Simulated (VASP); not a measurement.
Cd:

```
Cd
1.0
    -1.78432    1.78432    1.78432
     1.78432   -1.78432    1.78432
     1.78432    1.78432   -1.78432
Cd
1
Direct
  0.00000 0.00000 0.00000
```

This isn't the form of Cd at room conditions, which is hcp.

| Quantity | Value |
| --- | --- |
| Program | VASP 6.6.1 |
| Task | relaxation of cell and atoms |
| Functional | BLYP |
| Potentials or basis | VASP PAW PBE potentials, release 64 (Cd) |
| Cutoff | 600 eV |
| k mesh | 10 × 10 × 10 |
| Occupations | fermi-dirac, width 0.05 eV |
| Spin | no spin polarisation |

At the start: pressure 6.3 GPa; volume 22.72 Å³/atom.

Problem. How do energy, volume and symmetry change on relaxing?

Solution. Over 6 steps the energy falls by 78.8 meV/atom and the volume is 28.00 Å³/atom (+23.2 %); space group Im-3m (No. 229, to 0.05 Å).

The path:
| step | energy change (eV) | largest force (eV/Å) | pressure (GPa) | volume (Å³) |
| --- | --- | --- | --- | --- |
| 1 | 0.0000 | 0.0000 | 6.33 | 22.72 |
| 2 | -0.0693 | 0.0000 | 1.54 | 25.80 |
| 3 | -0.0772 | 0.0000 | 0.54 | 27.05 |
| 4 | -0.0748 | 0.0000 | -0.70 | 29.67 |
| 5 | -0.0788 | 0.0000 | -0.06 | 28.11 |
| 6 | -0.0788 | 0.0000 | 0.00 | 28.00 |

Final structure:
```cif
data_structure
_symmetry_space_group_name_H-M 'P 1'
_symmetry_Int_Tables_number 1
_cell_length_a 3.3133
_cell_length_b 3.3133
_cell_length_c 3.3133
_cell_angle_alpha 109.471
_cell_angle_beta 109.471
_cell_angle_gamma 109.471
_cell_volume 28.00
loop_
_atom_site_label
_atom_site_type_symbol
_atom_site_fract_x
_atom_site_fract_y
_atom_site_fract_z
_atom_site_occupancy
Cd1 Cd 0.00000 0.00000 0.00000 1
```

Caveat: the volume moved by over 15 % at a fixed basis, so the end points are rough; the PAW data sets were made with another functional, which shifts forces and pressure a little.
